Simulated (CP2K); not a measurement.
Runs of CP2K 2026.2 on TiC. It takes space group Fm-3m (No. 225, cubic). The conventional cell has a = 4.331 Å, b = 4.331 Å, c = 4.331 Å, α = 90.00°, β = 90.00°, γ = 90.00°. Around Ti (site symmetry m-3m) lie 6 C at 2.17 Å. C (site symmetry m-3m) has 6 Ti at 2.17 Å as nearest neighbours. The cell is a database's computed one.

```csv
level,potentials or basis,smearing,EPS_DEFAULT,points a segment of the path (NPOINTS),bands added on the path,CUTOFF of the grids,gap on the mesh (eV),pressure (GPa)
LDA,"GTH_POTENTIALS Ti GTH-PADE-q12, C GTH-PADE-q4; TZVP-MOLOPT-PBE-GTH basis",fermi-dirac 0.1 eV,1.0E-9,8,4,450 Ry,none,-12.4
PBE,"POTENTIAL_UZH Ti GTH-PBE-q12, C GTH-PBE-q4; TZVP-MOLOPT-PBE-GTH basis",fermi-dirac 0.05 eV,1.0E-9,10,2,450 Ry,none,0.8
r2SCAN,"POTENTIAL_UZH Ti GTH-SCAN-q12, C GTH-SCAN-q4; TZVP-MOLOPT-SCAN-GTH basis",fermi-dirac 0.05 eV,1.0E-10,10,4,675 Ry,none,0.4
PBEsol,"POTENTIAL_UZH Ti GTH-PBE-q12, C GTH-PBE-q4; TZVP-MOLOPT-PBE-GTH basis",fermi-dirac 0.05 eV,1.0E-9,6,2,450 Ry,none,(a)
```

Alike in all rows: task band structure; no spin polarisation; cell as given; k mesh 11 × 11 × 11.

Task: Estimate the missing entries.

Result: (a) -5.5.

Caveats: the basis of atomic orbitals isn't converged, which shifts pressures, moduli and gaps; the potentials were made for another functional, which shifts forces and pressure (some runs).

A gap of «none» marks a metal or a gap under the smearing width.
